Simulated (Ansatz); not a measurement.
# Point defect: H interstitial in LiBr

The calculation used Ansatz, DFT PBE, scalar-relativistic, plane waves, PAW. Run with 420 eV cutoff, 2×2×2 k-mesh, shifted by half a step, Gaussian smearing of 0.01 eV, collinear spin in charge 0 alone.

Host crystal, relaxed:

```cif
data_structure
_symmetry_space_group_name_H-M 'P 1'
_symmetry_Int_Tables_number 1
_cell_length_a 3.8954
_cell_length_b 3.8954
_cell_length_c 3.8954
_cell_angle_alpha 60.000
_cell_angle_beta 60.000
_cell_angle_gamma 60.000
_cell_volume 41.80
loop_
_atom_site_label
_atom_site_type_symbol
_atom_site_fract_x
_atom_site_fract_y
_atom_site_fract_z
_atom_site_occupancy
Li1 Li 0.00000 0.00000 0.00000 1
Br1 Br 0.50000 0.50000 0.50000 1
```

Supercell of 32 atoms, rows in host cell vectors: -3 1 1; 1 1 -3; 1 -3 1. Atoms relax at the host's cell, keeping the symmetry that the supercell leaves at the site. The cell is small, so energies carry finite-size errors of tenths of an eV. The host's Kohn–Sham gap is 4.91 eV.

Defect: H interstitial at (0.250, 0.250, 0.250) of the host cell, charge 0.

Task: Give the relaxed supercell.

Result:
```
Li Br H
1.0
     5.50889   -5.50889   -5.50889
    -5.50889   -5.50889    5.50889
    -5.50889    5.50889   -5.50889
Li Br H
16 16 1
Cartesian
  -2.7398 0.0384 -2.7398
  -2.7398 -2.7398 0.0384
  -2.7398 -5.5235 2.7161
  -5.5235 2.7161 -2.7398
  -2.7398 2.7161 -5.5235
  -5.4705 -0.0146 -0.0146
  -5.5235 -2.7398 2.7161
  2.7161 -5.5235 -2.7398
  -5.4833 -5.4833 -5.4833
  -2.7800 -2.7800 -5.4833
  -2.7800 -5.4833 -2.7800
  0.0384 -2.7398 -2.7398
  2.7161 -2.7398 -5.5235
  -0.0146 -5.4705 -0.0146
  -5.4833 -2.7800 -2.7800
  -0.0146 -0.0146 -5.4705
  -5.4927 -0.0134 -2.7706
  -5.4927 -2.7706 -0.0134
  0.0162 0.0162 -2.7410
  -2.7706 -2.7706 2.7679
  0.0162 -2.7410 0.0162
  -8.1782 -0.0851 -0.0851
  -2.7706 2.7679 -2.7706
  -0.0134 -5.4927 -2.7706
  -2.7410 0.0162 0.0162
  -0.0851 -8.1782 -0.0851
  -0.0851 -0.0851 -8.1782
  -2.6693 -2.6693 -2.6693
  -0.0134 -2.7706 -5.4927
  -2.7706 -5.4927 -0.0134
  2.7679 -2.7706 -2.7706
  -2.7706 -0.0134 -5.4927
  -4.1317 -4.1317 -4.1317
```
Around the defect: 4 Li at 2.34 Å, 4 Br at 2.53 Å. The run ended with a moment of 1.00 μB, which may not be the ground spin state.